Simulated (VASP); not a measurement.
# Te (C2/m) in VASP: notebook

The runs below take Te through single point, with PBE.

Program: VASP 6.6.1. These are calculated values, not measurements. Logs are shortened: lines on timing, memory, paths and dates and some standing lists are left out, and cuts for length are marked.

**1. The structure**

It takes space group C2/m (No. 12, monoclinic). Conventional cell: a = 7.641 Å, b = 4.296 Å, c = 5.977 Å, α = 90.00°, β = 90.90°, γ = 90.00°. Around Te (site symmetry 2/m) lie 6 Te at 3.09 to 3.31 Å. Around Te (site symmetry m) lie 6 Te at 3.03 to 3.47 Å.

This isn't the form of Te at room conditions, which is trigonal, of chains.

**2. Single point, PBE**

INCAR

```
ADDGRID = F
ALGO = Normal
EDIFF = 1E-6
ENCUT = 520
GGA = PE
ISIF = 2
ISMEAR = 0
LASPH = T
LCHARG = F
LREAL = F
LWAVE = F
NBANDS = 16
NELM = 100
PREC = Accurate
SIGMA = 0.05
```

KPOINTS

```
k-points
0
Gamma
  3 3 2
```

POSCAR

```
Te
1.0
    3.8202894285     -2.1482026000      0.0000000000
    3.8202894285      2.1482026000      0.0000000000
   -0.0942908673      0.0000000000      5.9760906531
Te
3
Direct
    0.0000000000      0.0000000000      0.0000000000
    0.3094466100      0.3094466100      0.3388094900
    0.6905533900      0.6905533900      0.6611905100
```

Potentials or basis: VASP PAW PBE potentials, release 64 (Te).

On the command line:

```bash
$ cat potpaw_PBE.64/Te/POTCAR > POTCAR
$ mpirun -np 1 vasp_std > vasp.out
```

OUTCAR:

```text
EDIFF = 1E-6
   ENCUT = 520
   GGA = PE
   ISIF = 2
   ISMEAR = 0
   LASPH = T
   LREAL = F
   NELM = 100
   PREC = Accurate

 Found      8 irreducible k-points:

 Following reciprocal coordinates:
            Coordinates               Weight
  0.000000  0.000000  0.000000      1.000000
  0.333333 -0.000000 -0.000000      4.000000
  0.333333  0.333333  0.000000      2.000000
 -0.333333  0.333333  0.000000      2.000000
  0.000000  0.000000  0.500000      1.000000
  0.333333 -0.000000  0.500000      4.000000
   k-points           NKPTS =      8   k-points in BZ     NKDIM =      8   number of bands    NBANDS=     16
   number of dos      NEDOS =    301   number of ions     NIONS =      3
   total plane-waves  NPLWV =  62208
   dimension x,y,z NGX =    36 NGY =   36 NGZ =   48
   dimension x,y,z NGXF=    72 NGYF=   72 NGZF=   96
   ions per type =               3
   NGX,Y,Z   is equivalent  to a cutoff of  13.66, 13.66, 13.35 a.u.
   NGXF,Y,Z  is equivalent  to a cutoff of  27.31, 27.31, 26.70 a.u.
 SYSTEM =  unknown system
   PREC   = accura    normal or accurate (medium, high low for compatibility)
   ISTART =      0    job   : 0-new  1-cont  2-samecut
   ICHARG =      2    charge: 1-file 2-atom 10-const
   ISPIN  =      1    spin polarized calculation?
   LNONCOLLINEAR =      F non collinear calculations
   LSORBIT =      F    spin-orbit coupling
   LASPH  =      T    aspherical Exc in radial PAW
   ENCUT  =  520.0 eV  38.22 Ry    6.18 a.u.   8.15  8.15 11.11*2*pi/ulx,y,z
   NELM   =    100;   NELMIN=  2; NELMDL= -5     # of ELM steps
   EDIFF  = 0.1E-05   stopping-criterion for ELM
   LREAL  =      F    real-space projection
   EDIFFG = 0.1E-04   stopping-criterion for IOM
   NSW    =      0    number of steps for IOM
   IBRION =     -1    ionic relax: 0-MD 1-quasi-New 2-CG
   NFREE  =      0    steps in history (QN), initial steepest desc. (CG)
   ISIF   =      2    stress and relaxation
   ISYM   =      2    0-nonsym 1-usesym 2-fastsym
   POTIM  = 0.5000    time-step for ionic-motion
   TEBEG  =    0.0;   TEEND  =   0.0 temperature during run
   PSTRESS=    0.0 pullay stress
   NELECT =      18.0000    total number of electrons
   NUPDOWN=      -1.0000    fix difference up-down
   EMIN   =  10.00;   EMAX   =-10.00  energy-range for DOS
   EFERMI =   0.00;   METHOD = LEGACY
   ISMEAR =     0;   SIGMA  =   0.05  broadening in eV -4-tet -1-fermi 0-gaus
   EFERMI_NEDOS =   21; number of points for ismear=-14 and -15
   IALGO  =     38    algorithm
   IMIX   =      4    mixing-type and parameters
     AMIX     =   0.40;   BMIX     =  1.00
     AMIX_MAG =   1.60;   BMIX_MAG =  1.00
  volume/ion in A,a.u.               =      32.70       220.64
  Fermi-wavevector in a.u.,A,eV,Ry     =   0.930307  1.758025 11.775440  0.865470
  Thomas-Fermi vector in A             =   2.056681
   LORBIT       =      0    0 simple, 1 ext, 2 COOP (PROOUT), +10 PAW based schemes
   GGA     = PE    functional components
   LHFCALC =     F    Hartree Fock is set to
   AEXX    =    0.0000 exact exchange contribution
   IVDW    =     0    specifies the selected vdW correction
   LEPSILON=     F    determine dielectric tensor
   LRPA    =     F    only Hartree local field effects (RPA)
 non-spin polarized calculation
 Gauss-broadening in eV      SIGMA  =   0.05
  energy-cutoff  :      520.00
  volume of cell :       98.09
 maximum number of plane-waves:      2654
 NGX is ok and might be reduce to    36
   NGX = 17   NGY = 17   NGZ = 23

 number of electron      18.0000000 magnetization

 Free energy of the ion-electron system (eV)
  ---------------------------------------------------
  ext. energy  EPLUGINS =         0.00000000
  ---------------------------------------------------
  free energy    TOTEN  =        -8.95699385 eV

  energy without entropy =       -8.95699336  energy(sigma->0) =       -8.95699361

 E-fermi :   6.4997     XC(G=0):  -9.2701

 val. band max:        6.3462259109   @ k =   0.0000   0.0000   0.5000
 cond. band min:       6.6522259995   @ k =   0.0000   0.0000   0.5000
 fundamental gap:      0.3060000886
 Fermi energy:         6.4996954279

 k-point     1 :       0.0000    0.0000    0.0000
  band No.  band energies     occupation
      1      -7.2063      2.00000
      2      -4.0075      2.00000
      3      -3.8799      2.00000
      4       3.7137      2.00000
      5       3.7814      2.00000
      6       4.2430      2.00000
      7       4.4703      2.00000
      8       4.7965      2.00000
      9       5.0312      2.00000
     10       7.4299      0.00000
     11       7.4616      0.00000
     12       8.0271      0.00000
     13      11.2068      0.00000
     14      11.6261      0.00000
     15      12.5676      0.00000
     16      12.5751      0.00000

 k-point     2 :       0.3333   -0.0000   -0.0000
  band No.  band energies     occupation
      1      -6.3176      2.00000
      2      -4.4225      2.00000
      3      -3.7349      2.00000
      4       1.5243      2.00000
      5       2.0927      2.00000
      6       2.6873      2.00000
      7       3.9382      2.00000
      8       5.7289      2.00000
      9       5.8878      2.00000
     10       6.7898      0.00000
     11       7.0651      0.00000
     12       9.0563      0.00000
     13       9.3168      0.00000
     14      12.5852      0.00000
     15      13.5213      0.00000
     16      14.5748      0.00000

 k-point     3 :       0.3333    0.3333    0.0000
  band No.  band energies     occupation
      1      -6.4093      2.00000
      2      -4.3588      2.00000
      3      -3.7557      2.00000
      4       1.4549      2.00000
      5       2.1941      2.00000
      6       2.7136      2.00000
      7       3.8805      2.00000
      8       5.9487      2.00000
      9       6.2292      2.00000
     10       6.7618      0.00000
     11       6.9575      0.00000
     12       9.0739      0.00000
     13       9.3462      0.00000
     14      12.6092      0.00000
     15      13.6385      0.00000
     16      15.0186      0.00000

 k-point     4 :      -0.3333    0.3333    0.0000
  band No.  band energies     occupation
      1      -5.2645      2.00000
      2      -4.8743      2.00000
      3      -4.2955      2.00000
      4       2.1729      2.00000
      5       2.3570      2.00000
      6       2.8247      2.00000
      7       2.8253      2.00000
      8       3.2378      2.00000
      9       3.4195      2.00000
     10       9.3457      0.00000
     11       9.3540      0.00000
     12       9.5649      0.00000
     13      11.6742      0.00000
     14      11.8649      0.00000
     15      11.9894      0.00000
     16      15.1586      0.00000

 k-point     5 :       0.0000    0.0000    0.5000
  band No.  band energies     occupation
      1      -6.5071      2.00000
      2      -6.1376      2.00000
      3      -1.8772      2.00000
      4       2.6989      2.00000
      5       3.7789      2.00000
      6       3.8294      2.00000
      7       5.2494      2.00000
      8       5.6611      2.00000
      9       6.1358      2.00000
     10       6.3457      1.99999
     11       6.3462      1.99999
     12       6.6522      0.00002
     13      10.2526      0.00000
     14      11.4048      0.00000
     15      11.5212      0.00000
     16      13.6282      0.00000

 k-point     6 :       0.3333   -0.0000    0.5000
  band No.  band energies     occupation
      1      -5.7757      2.00000
      2      -5.4570      2.00000
      3      -3.3298      2.00000
      4       1.2964      2.00000
      5       2.8107      2.00000
      6       3.2795      2.00000
      7       3.9276      2.00000
      8       4.0860      2.00000
      9       5.0657      2.00000
     10       8.1315      0.00000
     11       8.1587      0.00000
     12       8.7872      0.00000
     13      10.4602      0.00000
     14      12.0418      0.00000
     15      13.0801      0.00000
     16      13.8210      0.00000

 [... further k-points ...]

------------------------ aborting loop because EDIFF is reached ----------------------------------------

  FORCE on cell =-STRESS in cart. coord.  units (eV):
  Direction    XX          YY          ZZ          XY          YZ          ZX
  --------------------------------------------------------------------------------------
  -------------------------------------------------------------------------------------
  Total        1.2332794      2.5143442     -1.1658760      0.0000000      0.0000000     -0.5669594
  in kB       20.1443551     41.0692377    -19.0433905      0.0000000      0.0000000     -9.2607018
  external PRESSURE =      14.0567341 kB  Pullay stress =       0.0000000 kB

 VOLUME and BASIS-vectors are now :
 -----------------------------------------------------------------------------
  energy-cutoff  :      520.00
  volume of cell :       98.09
      direct lattice vectors                 reciprocal lattice vectors
     3.820289429 -2.148202600  0.000000000     0.130880136 -0.232752721  0.002065029
     3.820289429  2.148202600  0.000000000     0.130880136  0.232752721  0.002065029
    -0.094290867  0.000000000  5.976090653     0.000000000  0.000000000  0.167333472

 POSITION                                       TOTAL-FORCE (eV/Angst)
 -----------------------------------------------------------------------------------
      0.00000      0.00000      0.00000         0.000000      0.000000      0.000000
      2.33240      0.00000      2.02476        -0.283082      0.000000      0.199919
      5.21388      0.00000      3.95133         0.283082      0.000000     -0.199919
 -----------------------------------------------------------------------------------
    total drift:                               -0.000000     -0.000000     -0.000000

  FREE ENERGIE OF THE ION-ELECTRON SYSTEM (eV)
  ---------------------------------------------------
  free  energy   TOTEN  =        -8.9569938541 eV

  energy  without entropy=       -8.9569933574  energy(sigma->0) =       -8.95699361
```

Run time: 13 s. Hardware: 1 thread of AMD EPYC 7R13 (Zen 3), shared host; peak memory 0.19 GiB.

These settings aren't checked as converged: the numbers below hold their error.

Results:

- Free energy: -8.9570 eV
- Pressure: 1.4 GPa
- Largest force: 0.347 eV/Å
- Band gap on the k mesh: none (metal or under the smearing width)

Caveat: the k mesh is coarse (spacing up to 0.56 Å⁻¹), so the values aren't converged.

**3. Single point, PBE**

INCAR is that of step 2.

KPOINTS is that of step 2.

POSCAR

```
Te
1.0
    3.8202894285     -2.1482026000      0.0000000000
    3.8202894285      2.1482026000      0.0000000000
   -0.0942908673      0.0000000000      5.9760906531
Te
3
Direct
    0.0053760000      0.0030970000      0.0153300000
    0.3128830000      0.3144850000      0.3485460000
    0.7243610000      0.6723340000      0.6509690000
```

Potentials or basis: VASP PAW PBE potentials, release 64 (Te).

On the command line:

```bash
$ cat potpaw_PBE.64/Te/POTCAR > POTCAR
$ mpirun -np 1 vasp_std > vasp.out
```

Wall time 15 s (1 thread of AMD EPYC 7R13 (Zen 3), shared host); peak memory 0.19 GiB.

These settings aren't checked as converged: the numbers below hold their error.

What came out:

* Free energy: -8.9868 eV
* Pressure: 1.9 GPa
* Largest force: 0.363 eV/Å
* Band gap on the k mesh: none (metal or under the smearing width)

Caveat: the k mesh is coarse (spacing up to 0.56 Å⁻¹), so the values aren't converged.

**4. For comparison**

An earlier run on the cell as given: functional PBE; potentials or basis VASP PAW PBE potentials, release 64 (Te); cutoff 520 eV; k mesh 7 × 7 × 5; occupations fermi-dirac, width 0.05 eV; no spin polarisation.

* Pressure: 0.6 GPa
* Largest force: 0.110 eV/Å
* Band gap on the k mesh: 0.03 eV, indirect (least direct gap 0.20 eV)
